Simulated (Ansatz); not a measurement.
The calculation used DFT PBE, scalar-relativistic, plane waves, PAW in Ansatz 0.2.0. All cells share a 420 eV cutoff and Γ-centred k meshes spaced at most about 0.3 Å⁻¹ (about 0.25 or finer for metals, 2π included). No spin polarisation.

Each guess is relaxed in cell and atoms at zero pressure, on a coarse mesh first where it starts far from rest and then on a converged one. The steps can't lower the symmetry of the start, but it can rise. Energies are static (0 K, no zero-point motion).

Two unrelaxed guesses for Be4S:

A.

Space group I4/mmm (No. 139). a = 3.735 Å, b = 3.735 Å, c = 7.062 Å, α = 90.00°, β = 90.00°, γ = 90.00°
| atom | site | symmetry | x | y | z |
| --- | --- | --- | --- | --- | --- |
| Be | 4e | 4mm | 0.0000 | 0.0000 | 0.2450 |
| Be | 4c | mmm. | 0.0000 | 0.5000 | 0.0000 |
| S | 2a | 4/mmm | 0.0000 | 0.0000 | 0.0000 |

B.

Space group P-43m (No. 215). a = 3.858 Å, b = 3.858 Å, c = 3.858 Å, α = 90.00°, β = 90.00°, γ = 90.00°
```
atom  site  symmetry       x       y       z
  Be    4e       .3m  0.2500  0.2500  0.2500
   S    1a      -43m  0.0000  0.0000  0.0000
```

Problem. Which guess leads to the lower structure, and by how much?

Solution. B ends lower, by 0.33 eV/atom. A: I4/mmm at 9.9 Å³/atom → I4/mmm at 11.8 Å³/atom; B: P-43m at 11.5 Å³/atom → P-43m at 11.6 Å³/atom. Counting Be atoms around S (those within 1.25 times the shortest such distance or 1.15 times the sum of covalent radii; a plus sign parts nearer from farther groups), the end of A has S 2+4 and the end of B has S 4. End of A. Conventional cell: a = 4.499 Å, c = 5.823 Å. Be on a site of symmetry 4mm has 1 Be at 1.93 Å, 1 S at 1.95 Å and 4 Be at 2.45 Å; Be on a site of symmetry mmm has 2 S at 2.25 Å and 4 Be at 2.45 Å; S has 2 Be at 1.95 Å and 4 Be at 2.25 Å. End of B. Conventional cell: a = 3.865 Å. Be has 1 S at 2.01 Å and 3 Be at 2.18 Å; S is surrounded by 4 Be at 2.01 Å.

Ends held by symmetry can be saddle points. Even the lowest of the cells shown lies +0.23 eV/atom against the elements. Some types were kept out of the candidates beforehand, so the set may lack a known form.
